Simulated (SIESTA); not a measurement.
Runs of SIESTA 5.4.2 on C. Symmetry: Fd-3m, No. 227, cubic system. The conventional cell has a = 3.567 Å, b = 3.567 Å, c = 3.567 Å, α = 90.00°, β = 90.00°, γ = 90.00°. Around C (site symmetry -43m) lie 4 C at 1.54 Å. This isn't the form of C at room conditions, which is graphite.

```csv
task,level,potentials or basis,cell,k mesh,optimiser,force tolerance,stress tolerance (GPa),grid cutoff,energy shift,gap on the mesh (eV),pressure (GPa),relaxed volume (Å³/atom)
band structure,AM05,"PseudoDojo 0.4 standard (PBEsol files), DZP (energy shift 0.002 Ry)",as given,13 × 13 × 13,-,-,-,500 Ry,0.002 Ry,4.15,3.4,-
band structure,PBE,"PseudoDojo 0.4 standard (PBE files), SZ (energy shift 0.005 Ry)",as given,13 × 13 × 13,-,-,-,500 Ry,0.005 Ry,6.06,24.0,-
single point,PBE,"PseudoDojo 0.4 standard (PBE files), DZP (energy shift 0.003 Ry)",as given,13 × 13 × 13,-,-,-,500 Ry,0.003 Ry,(b),10.3,-
band structure,PBEsol,"PseudoDojo 0.4 standard (PBEsol files), DZP (energy shift 0.003 Ry)",as given,13 × 13 × 13,-,-,-,500 Ry,0.003 Ry,4.15,(a),-
relaxation of cell and atoms,WC,"PseudoDojo 0.4 standard (PBEsol files), DZP (energy shift 0.002 Ry)",relaxed,10 × 10 × 10,Broyden,0.01 eV/Å,0.05,750 Ry,0.002 Ry,4.19,0.0,(d)
band structure,PBE,"PseudoDojo 0.4 standard (PBE files), SZ (energy shift 0.002 Ry)",as given,13 × 13 × 13,-,-,-,500 Ry,0.002 Ry,6.09,23.4,-
relaxation of cell and atoms,LDA,"PseudoDojo 0.4 standard (LDA files), DZP (energy shift 0.002 Ry)",relaxed,13 × 13 × 13,CG,0.04 eV/Å,-,500 Ry,0.002 Ry,4.26,-0.1,(c)
relaxation of cell and atoms,PBE,"PseudoDojo 0.4 standard (PBE files), TZP (energy shift 0.002 Ry)",relaxed,13 × 13 × 13,Broyden,0.01 eV/Å,-,500 Ry,0.002 Ry,4.24,0.0,5.74
```

Alike in all rows: no spin polarisation; smearing fermi-dirac 0.05 eV.

**Question.** Fill in the values left out.

**Answer.** (a) 5.1; (b) 4.29; (c) 5.63; (d) 5.76.

Caveats: the basis of atomic orbitals isn't converged, which shifts pressures, moduli and gaps; an odd mesh through Γ misses points on the zone boundary, where band edges often lie (some runs); the potentials were made for another functional, which shifts forces and pressure (some runs); the basis has no polarisation orbitals (some runs); so large a pressure means that the cell lies far from this level's equilibrium, or that cutoff or potentials fall short (some runs).

Not every run made on this cell is shown here.
